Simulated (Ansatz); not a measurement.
The system is TiCo.

```xyz
2
Lattice="2.9861 0.0000 0.0000 0.0000 2.9861 0.0000 0.0000 0.0000 2.9861" Properties=species:S:1:pos:R:3 pbc="T T T"
Co    1.4931    1.4931    1.4931
Ti    0.0000    0.0000    0.0000
```

The cell comes from a database or a generator and needn't be the stable form of this composition.

```yaml
Program: Ansatz 0.2.0
Task: single point
Functional: PBEsol
Potentials_or_basis: Ansatz PAW
Cutoff: "420 eV (not typed: the program's choice for these potentials)"
k_mesh: 9 × 9 × 9
Occupations: fermi-dirac, width 0.05 eV
Spin: collinear spin, ferromagnetic start
Starting_moments: "[2.0, 1.0] μB"
```

On this cell: pressure -8.1 GPa; largest force zero by symmetry; net moment 0.71 μB per cell; site moments Co +0.79; Ti -0.03 μB; band gap on the k mesh none (metal or under the smearing width).

The same run follows on a disturbed copy (atoms moved at random, drawn with an rms of 0.05 Å):

```xyz
2
Lattice="2.9861 0.0000 0.0000 0.0000 2.9861 0.0000 0.0000 0.0000 2.9861" Properties=species:S:1:pos:R:3 pbc="T T T"
Co    1.5095    1.4998    1.4829
Ti    0.0143   -0.0255   -0.0108
```

Q: What does the disturbed cell give?

A: The energy (extrapolated to zero smearing) moves by +1.2 meV/atom; pressure -8.1 GPa; largest force 0.146 eV/Å; net moment 0.71 μB per cell; site moments Co +0.79; Ti -0.03 μB; band gap on the k mesh none (metal or under the smearing width).

Forces in eV/Å, atoms in the order of the input:
```
Co  -0.010 -0.146 -0.003
Ti   0.010  0.146  0.003
```

Caveats: the PAW data sets come from PBE, with cores solved anew for the run's functional, which leaves a small shift of forces and pressure.
